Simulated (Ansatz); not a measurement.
# Pt(111) / 3 layers Tc(0001) / Pt(111): resistance against film thickness

How does the resistance across the layers grow with the film in Pt(111) / 3 layers Tc(0001) / Pt(111)?

Program: Ansatz 0.2.0. Level of theory: Ansatz plane-wave DFT, PBEsol, PAW files; ballistic transport by layer matching (Landauer), zero bias; PAW set ansatz+soft_1. Results are calculated unless marked as measured.

## Step 1: The starting structure

The cell holds 11 atoms: 8 Pt and 3 Tc. Cell: a = 2.773 Å, b = 2.773 Å, c = 24.554 Å, α = 90.0°, β = 90.0°, γ = 120.0°. It derives from Pt and Tc. Regions: lead, 8 atoms (8 Pt); films, 3 atoms (3 Tc). The structure is stacked along c, and the current runs across the ab planes.

## Step 2: With 3 layers

The film is laid into the lead at the lead's in-plane lattice, and the cell closes on the lead's own image. The mesh across the current, 30×30, is finer than the density's, because channels open and close sharply across the zone. Energies from -1 to 1 eV in steps of 0.036 eV cover the slope of the Fermi function at 300 K, so the program can form a conductance.

input.yaml

```yaml
crystal:
  lattice:
    - [2.7731313745, 0.0, 0.0]
    - [-1.3865656872, 2.4016022183, 0.0]
    - [0.0, 0.0, 24.5543275246]
  atoms:
    - { symbol: Pt, position: [0.0, 0.0, 0.0461069904] }
    - { symbol: Pt, position: [0.3333333333, 0.6666666667, 0.1383209711] }
    - { symbol: Pt, position: [0.6666666667, 0.3333333333, 0.2305349519] }
    - { symbol: Pt, position: [0.0, 0.0, 0.3227489326] }
    - { symbol: Tc, position: [0.3333333333, 0.6666666667, 0.4125706153] }
    - { symbol: Tc, position: [0.6666666667, 0.3333333333, 0.5] }
    - { symbol: Tc, position: [0.3333333333, 0.6666666667, 0.5874293847] }
    - { symbol: Pt, position: [0.6666666667, 0.3333333333, 0.6772510674] }
    - { symbol: Pt, position: [0.0, 0.0, 0.7694650481] }
    - { symbol: Pt, position: [0.3333333333, 0.6666666667, 0.8616790289] }
    - { symbol: Pt, position: [0.6666666667, 0.3333333333, 0.9538930096] }
kpoints:
  mp_grid: { grid: [15, 15, 1] }
hamiltonian:
  xc: pbesol
  pseudopotentials: { kind: paw, azcp: { Pt: "soft_1/Pt.paw.azcp" }, xc_functional: pbe }
scf:
  occupations: { method: fermi_dirac, width: 0.1 }
output:
  transmission: { leads: [[0, 1]], kmesh: [30, 30], e_range: [-1.0, 1.0], de: 0.036 }
  write_potential: true
  write_density: true
  volumetric_format: npy
  elf: true
```

On the command line:

```console
$ ansatz run input.yaml --threads 4 --pin off --max-ram 8192MiB --backend cpu --events-out ev --progress --plain --runs-dir out
```

Numbers of over 12 decimals in the logs are rounded to 6 here.

Output:

```text
Engine: ansatz 0.2.0, x86_64-unknown-linux-gnu
Pseudopotentials: kind: paw
Pseudopotential: Pt, paw, valence charge 18, recommended cutoff 420 eV (normal), soft_1/Pt.paw.azcp
Pseudopotential: Tc, paw, valence charge 15, recommended cutoff 500 eV (normal), Tc.paw.azcp
Functional definition: PBEsol
  exchange = pbesol_x
  correlation = pbesol_c
Crystal: 11 atoms, lattice volume = 163.531 Å³
Basis set: ecut = 500 eV, 4097 PW (Γ)
Bands: 114, of which v1, the nominal top of the filled ones, is band 95 counted from 1 (94 counted from 0)
Symmetry: 6 space group operations
Space group: P3m1 (ITA 156), of the structure as read, at distance tolerance 5.5e-5 Å
k-points: 27 of 225 (time reversal used)
Non-local potential: Pt, projectors of the file, l = 0: 3, l = 1: 2, l = 2: 2, l = 3: 1
Non-local potential: Tc, projectors of the file, l = 0: 3, l = 1: 3, l = 2: 2, l = 3: 2
PAW form: soft (Blöchl's): semilocal exchange-correlation on the pseudo side does not see the compensation charge
PAW frozen core: Pt, regenerated for the run's functional, and the local potential with it (the file was generated under x = pbe(κ = 0.804, μ = 0.219515), c = pbe(β = 0.066725))
PAW frozen core: Tc, regenerated for the run's functional, and the local potential with it (the file was generated under x = pbe(κ = 0.804, μ = 0.219515), c = pbe(β = 0.066725))
PAW one-centre angular grid: Pt, 590 points (default); XC on 64 Gauss nodes
PAW one-centre angular grid: Tc, 590 points (default); XC on 64 Gauss nodes
Initial density: superposition of atomic densities (chi_scale 0.1, normalization cell, long waves of neutral atoms (reshape's long-wave potential 17.64 eV rms, cloud 2.83 Å wide))
Initial wavefunctions: pseudopotential atomic-orbital guess
Functional: x = pbesol(κ = 0.804, μ = 0.123457), c = pbesol(β = 0.046)
SCF iter   1: F=—  HF=-115157.901681 eV  |F-HF|=—  |Δ(HF+E_count)|=         —  Δρ=3.24e-1  dr2=4.63e3  ethr=3.10e-3  ⟨swp⟩=6.1  Hψ=10830  notcnv=0  defer=21
preconditioner: auto → Kerker (q_TF=auto, 2.795 Å⁻¹)  [metal: Δε(μ)=0.011 eV  Ē_g=7.594 eV  σ=0.100 eV  W_gap=0.03  n_scr=62 (ndim 8)  ℏωp=29.2 eV  f_vac=0.000  D(μ)=10.20/eV (n_scr^D=128)]
SCF iter   2: F=—  HF=-115105.667683 eV  |F-HF|=—  |Δ(HF+E_count)|=    5.22e1  Δρ=9.14e-2  dr2=4.88e2  ethr=3.10e-3  ⟨swp⟩=3.0  Hψ=6370  notcnv=0  defer=82
SCF iter   3: F=—  HF=-115098.504151 eV  |F-HF|=—  |Δ(HF+E_count)|=    7.16e0  Δρ=4.44e-2  dr2=1.44e1  ethr=3.10e-3  ⟨swp⟩=2.4  Hψ=5005  notcnv=0  defer=92
SCF iter   4: F=—  HF=-115097.000708 eV  |F-HF|=—  |Δ(HF+E_count)|=    1.50e0  Δρ=1.24e-2  dr2=7.30e0  ethr=3.10e-3  ⟨swp⟩=2.0  Hψ=5185  notcnv=0  defer=107
SCF iter   5: F=—  HF=-115096.832225 eV  |F-HF|=—  |Δ(HF+E_count)|=   1.68e-1  Δρ=5.96e-3  dr2=1.22e0  ethr=3.10e-3  ⟨swp⟩=2.0  Hψ=3317  notcnv=0  defer=107
SCF iter   6: F=—  HF=-115096.825413 eV  |F-HF|=—  |Δ(HF+E_count)|=   6.81e-3  Δρ=1.83e-3  dr2=1.54e-1  ethr=6.43e-4  ⟨swp⟩=1.0  Hψ=3327  notcnv=0  defer=109
SCF iter   7: F=—  HF=-115096.823467 eV  |F-HF|=—  |Δ(HF+E_count)|=   1.95e-3  Δρ=5.82e-4  dr2=1.55e-2  ethr=8.13e-5  ⟨swp⟩=1.0  Hψ=2989  notcnv=0  defer=109
SCF iter   8: F=—  HF=-115096.823154 eV  |F-HF|=—  |Δ(HF+E_count)|=   3.13e-4  Δρ=1.53e-4  dr2=5.36e-4  ethr=8.22e-6  ⟨swp⟩=1.0  Hψ=2965  notcnv=0  defer=109
SCF iter   9: F=—  HF=-115096.823116 eV  |F-HF|=—  |Δ(HF+E_count)|=   3.80e-5  Δρ=7.67e-5  dr2=3.34e-4  ethr=2.84e-7  ⟨swp⟩=1.0  Hψ=2987  notcnv=0  defer=109
SCF iter  10: F=—  HF=-115096.823121 eV  |F-HF|=—  |Δ(HF+E_count)|=   5.06e-6  Δρ=2.02e-5  dr2=2.93e-5  ethr=1.77e-7  ⟨swp⟩=1.0  Hψ=2965  notcnv=0  defer=109
SCF iter  11: F=—  HF=-115096.823331 eV  |F-HF|=—  |Δ(HF+E_count)|=   2.10e-4  Δρ=2.70e-6  dr2=5.90e-7  ethr=1.55e-8  ⟨swp⟩=1.0  Hψ=2965  notcnv=0  defer=109
SCF iter  12: F=-115096.823331 eV  HF=-115096.823331 eV  |F-HF|=1.72e-9  |Δ(HF+E_count)|=   1.22e-9  Δρ=5.20e-7  dr2=1.90e-9  ethr=5.29e-11  ⟨swp⟩=8.8  Hψ=8184  notcnv=0
SCF 1 converged in 12 iterations: F = -115096.823331 eV  dr2 = 1.90e-9
  greatest PAW one-centre occupation: 1.000 electrons in one spin orbital (limit 2), on the Pt atom at site 7 (counted from 0), in its partial waves of l = 0
transmission: 408 of 4004 steps passed
transmission: 804 of 4004 steps passed
[...]
transmission: 4004 of 4004 steps passed
SCF converged after 12 iterations
Free energy (F): -115096.823331 eV
Harris-Foulkes:  -115096.823331 eV  (|F-HF|=1.72e-9)
Internal energy: -115096.340451 eV  (E = F + TS)
E sigma→0 (E₀):  -115096.581891 eV
Entropy (-TS):   -0.482880 eV (-43.898 meV/atom)
Fermi energy:    23.053365 eV
--- Per-component energies (eV) ---
  E_band       = -1211.611044
  E_kinetic    = 6642.793146
  E_local      = -16206.565262  (includes V_loc(G=0)·N_el)
  E_nonlocal   = 2521.833308
  E_hartree    = 5903.118218
  E_xc         = -2562.331495
  E_vxc        = -3050.101453  (∫ρ·V_xc dr)
  E_paw        = -84425.550761  (= ΣΔE_a)
  E_vpaw       = -2925.811812  (= ΣTr[D̂ρ^β])
  E_aug_tail   = 0.005676  (compensation charges beyond the density's cutoff)
  E_ewald      = -26972.620065
  E_core_change = 2.976784  (= ΣΔE_core)
  E_smearing   = -0.482880  (= −TS)
  E_closure    = 0.000000  (closes the sum)
  Σ components = -115096.823331   (vs F -115096.823331, Δ=0.00e0)
--- Band table (eV; the first three rows and the last of 27) ---
  k-point 0: bands = [... 91 lower, 21.5736, 21.6612, 21.6612, 22.0745, 22.0745, 22.2242, 22.2242, 22.4009, ... 15 higher]
  k-point 1: bands = [... 91 lower, 21.5757, 21.6642, 21.8427, 21.9103, 22.0068, 22.1872, 22.3084, 22.5252, ... 15 higher]
  k-point 2: bands = [... 91 lower, 21.6786, 21.8164, 21.9144, 22.0211, 22.1153, 22.1837, 22.5337, 22.5884, ... 15 higher]
  k-point 26: bands = [... 91 lower, 22.8530, 23.0353, 23.0423, 23.0611, 24.5092, 24.9376, 24.9816, 25.4826, ... 15 higher]
--- Transmission ---
  basis      : 73 plane waves across, 44 finite elements along
  points     : 91, standing for a mesh of 30 x 30
  filling    : by the input's occupations and mesh, since the crystals that have channels conduct as metals do. If one of these is a semiconductor, that mesh has misplaced its level
  energies   : 56 from -1.000000 to 0.980000 eV about the Fermi level, 0.036000 eV apart; the leads are filled to 0.000000 eV, and channels, transmission and decay are at 0.008000 eV
  crystal 0  : Pt1, at the sites [0, 1], period 2.2643 Å, over 18.11 Å; its Hamiltonian steps by up to 8.1 meV
    offset         : up to 0.0000 Å between an atom of the period and one for which it stands
    filled         : 8.8 meV over the level at which it is neutral
    channels       : 1.802222e0 a spin
    conductance    : 2.0466e15 S/m² at 300 K; may be off by some 0.0 % by where its bands' edges are placed, 2.8 % from the k-mesh, 1.3 % from the distance to neutral
    slowest decay  : 0.0591 /Å at (0.3333, 0.3000)
  junction   : crystal 0 to crystal 0, 0.70 to 22.99 Å
    transmission   : 5.735806e-1 a spin
    conductance    : 6.6233e14 S/m² at 300 K (6.7071e14 on every other point, 6.5608e14 on every other energy)
    error estimate : 0.9 % from the energy spacing and 0.0 % from band edges of the leads and from resonances (wavevectors taken as independent; lower de), 3.8 % from the k-mesh, 9.4 % from the steps of its leads' Hamiltonians or their offsets (lay more layers), 0.5 % from the distance to neutral
    resistance     : 1.0212e-3 Ω µm² beyond half of each lead's own
```

Wall time 2.4 min (4 threads of AMD EPYC 7B13 (Zen 3), shared host); peak memory 1.1 GiB.

This step gave:

- free energy: -115096.8233 eV
- energy at zero smearing: -115096.5819 eV
- Fermi energy: 23.05 eV
- cell area: 6.660 Å²
- step of the lead's potential: 8.1 meV
- ballistic conductance of the lead: 2.05e15 S/m²
- estimated errors of the lead's conductance: 0, 2.8, 1.3 % (band edges, k-mesh, distance from neutral)
- lead conductance per cell: 1.759 G₀
- conductance of the junction: 6.62e14 S/m²
- junction conductance per cell: 0.5693 G₀
- estimated errors of the junction's conductance: 0.9, 0, 3.8, 9.4, 0.5 % (energy step, band edges, k-mesh, leads' steps, distance from neutral)
- area resistance that the stack adds (contact term taken off, spin by spin): 1.021 fΩ m²

Per spin. Transmission, zone mean against energy, zero at the Fermi level:

energy (eV), transmission, zone mean and a bar from the least value:
```
   -1.000      0.681 ##############################
   -0.964      0.643 ###########################
   -0.892      0.623 ##########################
   -0.856      0.633 ##########################
   -0.784      0.628 ##########################
   -0.748      0.609 #########################
   -0.676      0.578 ######################
   -0.640      0.575 ######################
   -0.568      0.596 #######################
   -0.532      0.598 ########################
   -0.460      0.622 ##########################
   -0.424      0.626 ##########################
   -0.352      0.628 ##########################
   -0.316      0.628 ##########################
   -0.244      0.659 ############################
   -0.208      0.651 ############################
   -0.136      0.621 #########################
   -0.100      0.605 ########################
   -0.028      0.572 ######################
    0.008      0.574 ######################
    0.080      0.528 ##################
    0.116      0.496 ################
    0.188      0.453 #############
    0.224      0.454 #############
    0.296      0.433 ###########
    0.332      0.375 #######
    0.404      0.389 ########
    0.440      0.372 ######
    0.512      0.286 
    0.548      0.290 
    0.620      0.325 ###
    0.656      0.326 ###
    0.728      0.315 ##
    0.764      0.310 ##
    0.836      0.330 ###
    0.872      0.335 ####
    0.944      0.311 ##
    0.980      0.312 ##
```

Per spin. The open channels, zone mean, lead by energy, zero at the Fermi level:

| energy (eV) | open channels, zone mean, lead |
| --- | --- |
| -1.000 | 1.58 |
| -0.964 | 1.58 |
| -0.892 | 1.53 |
| -0.856 | 1.57 |
| -0.784 | 1.6 |
| -0.748 | 1.59 |
| -0.676 | 1.62 |
| -0.640 | 1.63 |
| -0.568 | 1.71 |
| -0.532 | 1.75 |
| -0.460 | 1.74 |
| -0.424 | 1.73 |
| -0.352 | 1.79 |
| -0.316 | 1.80 |
| -0.244 | 1.97 |
| -0.208 | 2.05 |
| -0.136 | 2.04 |
| -0.100 | 1.98 |
| -0.028 | 1.84 |
| 0.008 | 1.80 |
| 0.080 | 1.51 |
| 0.116 | 1.44 |
| 0.188 | 1.24 |
| 0.224 | 1.18 |
| 0.296 | 1.06 |
| 0.332 | 1.01 |
| 0.404 | 0.883 |
| 0.440 | 0.877 |
| 0.512 | 0.623 |
| 0.548 | 0.643 |
| 0.620 | 0.657 |
| 0.656 | 0.67 |
| 0.728 | 0.697 |
| 0.764 | 0.737 |
| 0.836 | 0.71 |
| 0.872 | 0.683 |
| 0.944 | 0.683 |
| 0.980 | 0.697 |

Transmission over k1 and k2. At 0.0080 eV from the Fermi level.

Ten even steps from '_' (0.00) to '@' (1.36), each cell a mean:
```
--**##--==++**++++++**++==--##**++__::==++**++--==**++==--..
--++**++++====++++++========******::--====++++--..++======--
++==--**==::::::..::::::::::::==**--==++++++==..____..==++++
****--++::......::--::::::::..__..====++****++--______::++**
==++++++......==--++::..==++::==....::==**++==--::::__::--==
==++**--....====++##++::::==****--==..::--**++--==**--==++==
**++**==..::--==++@@##++--==##@@##++==::::--++++****++==++**
****====..::..::::****++--::==++**++::..::::::++==**++==--++
====--==....++--::--------::----==----::--++....========::::
::++==**::..::==++**==--::----::--::--++****==....--======::
::******--....++++@@**++----::__--::--++##@@====....++++##++
----**==++::....--**##++--::==::--==::--++##**==::..::**==**
--..::======--..::++==----::------::------==--====....++--==
++==--==++++====..--::..::++++++==::==++++++....::::..++==++
****====++****++==::::..==++##%%**----++##@@++==::::..--****
==++**====**++==**++::..--==++####++::--**%%++====....--**++
==------..------==++**==......++--++--..--**==++......++**++
**++==..______--++****====--......::--..::==--......::++--**
****++==______::==****++====++--........::::........--**--++
============..--==++======::++****============++====++**++==
::..--==++**==--++**++==::..******--====**++**++++======##**
::--..==++****----****++==..==::++::==++****==--****++==--==
```
Columns: k1 (b1) from -0.5 to 0.467; rows upwards: k2 (b2) from -0.5 to 0.467.

Open channels over k1 and k2. At 0.0080 eV from the Fermi level.

Ten even steps from '_' (0.00) to '@' (3.00), each cell a mean:
```
@@@@@@**++++####@@######++++@@@@@@****++++++**@@****++++++**
**%%%%%%**++%%%%******%%++++%%@@%%****++----**======++----**
****--@@##******++----******####@@==****++--**++____**++--**
****++**********==--------**********==##******==..____--****
****@@************--------==**********##%%****%%++::==--**%%
**@@@@--**--********--------********--**==%%@@##******++**##
****@@----------++****==----******----------####****==----**
****@@++++--------==****++--******----------++##%%****++--**
****--****--==--------++**********----------==****==++******
%%%%==%%******==========**********==========************%%%%
##@@@@@@********************************************##@@@@@@
@@@@@@**%%********++++++++++**********++++++++++******@@++@@
********++==****==----------**********++--------====****--**
****--****++@@**++----------******--****++----------****%%**
****----++****%%++----------******----++****==----------@@**
****++++++******@@##--++--++******------==****++++--++--@@%%
**@@**--++--**@@####%%##**********----------************@@##
******--____..++******%%++**********--------++**********##**
****==++==____++**==****++==%%******++++----++********%%--**
****----++----==**----++****##@@@@++++##======####++%%@@####
%%**======****%%**======****@@@@%%====%%%%%%@@%%%%====**@@@@
##@@**********##************@@##@@**********##**********##@@
```
Columns: k1 (b1) from -0.5 to 0.467; rows upwards: k2 (b2) from -0.5 to 0.467.

Valence density in the ca plane at fractional y = 0.333, with atoms of Pt and Tc within 0.2 Å of it. It is the smooth field of the valence electrons, not physical close to the nuclei.

Ten even steps from '0' (0 e/Å³) to '9' (11 e/Å³), each cell a mean:
```
00000000000133100000000000000023100000000123
00000000000377410000000000000256410000000268
00000000000499510000000000000266510000000389
00000000000367400000000000000146410000000267
00000000000022100000000000000012100000000012
10000011000000000011000001000000000001000000
11000011000000000011100001000000000011000000
10000010000000000001000000000000000000000000
```
Columns run along c (16.0 Å, from fractional 0.04 to 0.69 of the cell), rows up along a (2.8 Å). Atoms in or near the plane, at fractional coordinates: Pt at (0.23, 0.67), Tc at (0.50, 0.67), Pt at (0.68, 0.67).

ELF in the ca plane at fractional y = 0.333, with atoms of Pt and Tc within 0.2 Å of it. It is the smooth field of the valence electrons, not physical close to the nuclei.

Ten even steps from '0' (0.13) to '9' (0.72), each cell a mean:
```
22111222122466532122221112232379723221123466
21000112113677642111111123332797952332233577
11000111113677742121101233432873962332333577
21100121112677642111111122332699942322233577
22111232222455422122221122222267523222123355
43222344311222211244332135312222222145312222
54222345311122211355432146413322232146401222
43222344211233211244332134212222222134212223
```
Columns run along c (16.0 Å, from fractional 0.04 to 0.69 of the cell), rows up along a (2.8 Å). Atoms in or near the plane, at fractional coordinates: Pt at (0.23, 0.67), Tc at (0.50, 0.67), Pt at (0.68, 0.67).

Electrostatic potential energy in the ca plane at fractional y = 0.333, with atoms of Pt and Tc within 0.2 Å of it. With pseudopotentials it is smooth inside the atoms' cores, unlike the true potential.

Ten even steps from '0' (-53 eV) to '9' (25 eV), each cell a mean:
```
88999989999633589988999998999732489998999743
99999999998300269999999999998400069999998410
99999999997200169999999999998300059999998300
99999999998310279999999999998400069999998410
88999988999744689988899988899854689988899754
67899766899988999876799876799988999876899988
56899755899999999865689876789999999866799999
67899867899988899876799877899988899877899988
```
Columns run along c (16.0 Å, from fractional 0.04 to 0.69 of the cell; values clipped at the 3rd and 97th percentile), rows up along a (2.8 Å). Atoms in or near the plane, at fractional coordinates: Pt at (0.23, 0.67), Tc at (0.50, 0.67), Pt at (0.68, 0.67).

The lead's potential steps by 8.1 meV from period to period, small in itself. The program estimates the junction's conductance to 3.8 % from the k-mesh, 0.5 % from the leads' distance from neutral and 9.4 % from their steps.

By hand: 1/G − 1/G_lead = 1/0.6623 − 1/2.047 = 1.02 fΩ m² with G in 10¹⁵ S/m².

(Continued in part 2 of 3.)

[Logs are printed without paths, hosts, clocks, repeated set-up lines and the standing remarks that a program may print on its own settings, such as how far it seeks lower states.]

[Hosts, paths, dates, database ids (printed as entryN), source tags and the programs' standing remarks are cut or masked in the printed files.]
